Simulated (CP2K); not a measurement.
Runs of CP2K 2026.2 on Nb. The typed cell holds 1 atom: a = 2.707 Å, b = 3.357 Å, c = 2.926 Å, α = 126.55°, β = 106.47°, γ = 102.66°. This isn't the form of Nb at room conditions, which is bcc.

```csv
level,cutoff of the non-local correlation (Ry),gap on the mesh (eV),pressure (GPa)
PBE,-,none,12.8
HLE17,-,none,-10.6
HLE16,-,none,-28.5
LDA,-,none,(b)
PBEsol,-,none,(a)
optB88-vdW,300,none,12.5
AM05,-,none,6.6
```

Alike in all rows: task band structure; potentials or basis POTENTIAL_UZH Nb GTH-PBE-q13; TZVP-MOLOPT-PBE-GTH basis; no spin polarisation; cell as given; k mesh 12 × 11 × 13; smearing fermi-dirac 0.05 eV.

Task: Estimate the missing entries.

Result: (a) 7.1; (b) 3.9.

Caveats: the basis of atomic orbitals isn't converged, which shifts pressures, moduli and gaps; the potentials were made for another functional, which shifts forces and pressure (some runs); the potentials were made for a functional far from this one (some runs).

A k mesh can miss the band edges, and the runs leave out spin-orbit coupling on Nb.

A gap of «none» marks a metal or a gap under the smearing width.
